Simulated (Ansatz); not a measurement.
Structure: PbSe built on the rocksalt prototype, at its r2SCAN minimum. Space group Fm-3m (No. 225), cubic; conventional cell a = 6.177 Å, 29.47 Å³ an atom. Pb has 6 Se at 3.09 Å; Se has 6 Pb at 3.09 Å.

```xyz
2
Lattice="0.0000 3.0887 3.0887 3.0887 0.0000 3.0887 3.0887 3.0887 0.0000" Properties=species:S:1:pos:R:3 pbc="T T T"
Pb    0.0000    0.0000    0.0000
Se    3.0887    3.0887    3.0887
```

5 runs of Ansatz on this cell differ in the functional (and in the settings that go with it). Levels are in eV from each run's valence top; v1 is the last filled band, c1 the first empty one.

Run A, mean stress -0.2 GPa (compression positive):
```
point     v4     v3     v2     v1    c1    c2
    Γ  -6.57  -2.02  -2.02  -2.02  5.51  5.51
    X  -7.73  -5.18  -3.39  -3.39  4.54  6.46
    U  -8.43  -4.76  -2.86  -2.46  4.15  4.75
    L  -9.24  -1.60  -1.60   0.00  1.01  2.38
```

Run B, mean stress 0.0 GPa (compression positive):
```
point     v4     v3     v2     v1    c1    c2
    Γ  -6.37  -1.89  -1.89  -1.89  4.99  4.99
    X  -7.47  -4.91  -3.20  -3.20  4.15  5.90
    U  -8.12  -4.51  -2.70  -2.34  3.70  4.28
    L  -8.88  -1.49  -1.49   0.00  0.66  1.99
```

Run C, mean stress +0.7 GPa (compression positive):
```
point     v4     v3     v2     v1    c1    c2
    Γ  -6.42  -1.82  -1.82  -1.82  4.93  4.93
    X  -7.44  -4.89  -3.16  -3.16  4.03  5.81
    U  -8.07  -4.49  -2.65  -2.33  3.62  4.23
    L  -8.81  -1.42  -1.42   0.00  0.55  1.96
```

Run D, mean stress -0.2 GPa (compression positive):
```
point     v4     v3     v2     v1    c1    c2
    Γ  -6.67  -2.05  -2.05  -2.05  5.43  5.43
    X  -7.84  -5.35  -3.48  -3.48  4.29  6.36
    U  -8.57  -4.91  -2.94  -2.52  3.99  4.64
    L  -9.43  -1.64  -1.64   0.00  0.79  2.23
```

Run E, mean stress -0.1 GPa (compression positive):
```
point     v4     v3     v2     v1    c1    c2
    Γ  -6.79  -2.13  -2.13  -2.13  6.09  6.09
    X  -7.97  -5.50  -3.59  -3.59  4.89  7.04
    U  -8.72  -5.06  -3.02  -2.60  4.61  5.28
    L  -9.58  -1.69  -1.69   0.00  1.34  2.81
```

Task: Match the runs to r2SCAN, r2SCANh, HSE06, DDH-PBE0, PBE0.

Result: A is r2SCANh, B is r2SCAN, C is DDH-PBE0, D is HSE06, E is PBE0. In order of the gap: DDH-PBE0 0.55, r2SCAN 0.66, HSE06 0.79, r2SCANh 1.01, PBE0 1.34 eV.

(Simulation; spin polarisation is off.)

Spin-orbit coupling is left out; in compounds of Pb, Bi, Tl or Hg it can lower a gap by up to about 1 eV, split its edges or invert the bands.

The stress of a hybrid is loosely converged in these runs.

The meshes of the hybrids are coarse, so their gaps aren't converged to the digits shown.
